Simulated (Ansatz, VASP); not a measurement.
## Two plane-wave programs on InSe

```
In Se
1.0
     5.82639   -2.05465    0.00000
     5.82639    2.05465    0.00000
    -1.72323    0.00000    4.72363
In Se
2 2
Cartesian
  10.2693 0.0000 0.2213
  -0.3398 0.0000 4.5024
  6.5489 0.0000 3.1599
  3.3807 0.0000 1.5637
```

Change from the starting cell: strain = -0.01.

Alike in both runs: task relaxation of the atoms; functional PBE; k mesh 5 × 5 × 5; occupations fermi-dirac, width 0.05 eV; no spin polarisation.

|  | VASP | Ansatz |
| --- | --- | --- |
| version | VASP 6.6.1 | Ansatz 0.2.0 |
| potentials or method | VASP PAW PBE potentials, release 64 (In_d, Se) | Ansatz PAW |
| plane-wave cutoff (eV) | 520 | 420 |
| valence electrons in the cell | 38 | 58 |

|  | VASP | Ansatz | Ansatz less VASP |
| --- | --- | --- | --- |
| gap on the k mesh at the Fermi level, each at its own relaxed structure (eV) | 1.20 | 1.20 | +0.003 |
| energy change over the relaxation (meV/atom) | -4 | -4 | +0.2 |

The two sets of potentials don't hold the same shells in valence.

Caveats: spin-orbit coupling is left out, which moves the levels of the heavy elements; an odd mesh through Γ misses points on the zone boundary, where band edges often lie (VASP); odd divisions of the mesh miss points on the zone boundary, where band edges often lie, so the gap on the mesh can be too wide (Ansatz).
